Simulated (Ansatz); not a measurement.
# SiC: the cost of one run

Method: DFT PBE, scalar-relativistic, plane waves, PAW, in Ansatz 0.2.0.

3 further runs of the same task are left out: 1 that didn't finish, 2 set aside as unsound or not needed.

### Step 1. Starting point

The structure is hexagonal, space group P6_3mc (No. 186). Conventional cell: a = 3.094 Å, b = 3.094 Å, c = 10.129 Å, α = 90.00°, β = 90.00°, γ = 120.00°. Around Si (site symmetry 3m) lie 4 C at 1.90 Å. Si (site symmetry 3m) has 4 C at 1.89 to 1.90 Å as nearest neighbours. Around C (site symmetry 3m) lie 4 Si at 1.89 to 1.90 Å. C (site symmetry 3m) has 4 Si at 1.90 Å as nearest neighbours.

Structure file:

```
CELL_PARAMETERS angstrom
3.09412 0.00000 0.00000
-1.54706 2.67959 0.00000
0.00000 0.00000 10.12934
ATOMIC_POSITIONS crystal
Si 0.66667 0.33333 0.93784
Si 0.33333 0.66667 0.43784
Si 0.00000 0.00000 0.68790
Si 0.00000 0.00000 0.18790
C 0.66667 0.33333 0.74981
C 0.33333 0.66667 0.24981
C 0.00000 0.00000 0.50045
C 0.00000 0.00000 0.00045
```

It goes back to an entry of the Materials Project.

It is the result of an earlier relaxation at this level (volume 10.50 Å³/atom; gap on the mesh: 2.22 eV).

### Step 2. The cell scaled to 0.97 of its volume

The input, input.yaml:

```yaml
crystal:
  lattice:
    - [3.0628643048, 0.0, 0.0]
    - [-1.5314321524, 2.6525182963, 0.0]
    - [0.0, 0.0, 10.027015647]
  atoms:
    - { symbol: Si, position: [0.6666666667, 0.3333333333, 0.9378441878] }
    - { symbol: Si, position: [0.3333333333, 0.6666666667, 0.4378441878] }
    - { symbol: Si, position: [0.0, 0.0, 0.6878995565] }
    - { symbol: Si, position: [0.0, 0.0, 0.1878995565] }
    - { symbol: C, position: [0.6666666667, 0.3333333333, 0.7498074458] }
    - { symbol: C, position: [0.3333333333, 0.6666666667, 0.2498074458] }
    - { symbol: C, position: [0.0, 0.0, 0.5004478099] }
    - { symbol: C, position: [0.0, 0.0, 0.0004478099] }
basis:
  ecutwfc: 420
kpoints:
  mp_grid: { grid: [12, 12, 4] }
hamiltonian:
  xc: pbe
scf:
  occupations: { method: gaussian, width: 0.02 }
output:
  forces: true
  stress: true
  eigenvalues: true
relax:
  adjacent_minimum: "off"
  f_tol: 0.01
  max_steps: 30
  cell: { stress_tol: 0.1, fix: [volume] }
```

On the command line:

```bash
> ansatz run input.yaml --threads 2 --pin off --max-ram 5120MiB --backend cpu --events-out ev --progress --plain --runs-dir out
```

**Question.** How long does this run take on 2 threads of Intel Xeon at 2.50GHz (Skylake/Cascade Lake), shared host, and how much memory does it need?

About 21 s, with a peak of 0.41 GiB.
